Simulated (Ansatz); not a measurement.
Crystal: AlNi.

```
Ni Al
1.0
     2.88100    0.00000    0.00000
     0.00000    2.88100    0.00000
     0.00000    0.00000    2.88100
Ni Al
1 1
Direct
  0.50000 0.50000 0.50000
  0.00000 0.00000 0.00000
```

Base run:

```yaml
Program: Ansatz 0.2.0
Functional: PBEsol
Potentials_or_basis: all-electron LAPW, scalar-relativistic
Cutoff: 255 eV
Density_cutoff: 1022 eV
Basis_error_allowed: 0.001 eV/atom
k_mesh: 9 × 9 × 9
Occupations: fermi-dirac, width 0.05 eV
Spin: collinear spin, ferromagnetic start
Starting_moments: "[1.0, 0.0] μB"
```

Its results: pressure -3.4 GPa; net moment 0.00 μB per cell.

Q: The run is repeated on the same cell with these changes: functional from PBEsol to LDA. What comes out?

A: Pressure -8.7 GPa; net moment 0.00 μB per cell.

LDA binds more tightly than PBEsol, so the same cell stands under less pressure.

Not every run made on this cell is shown here.
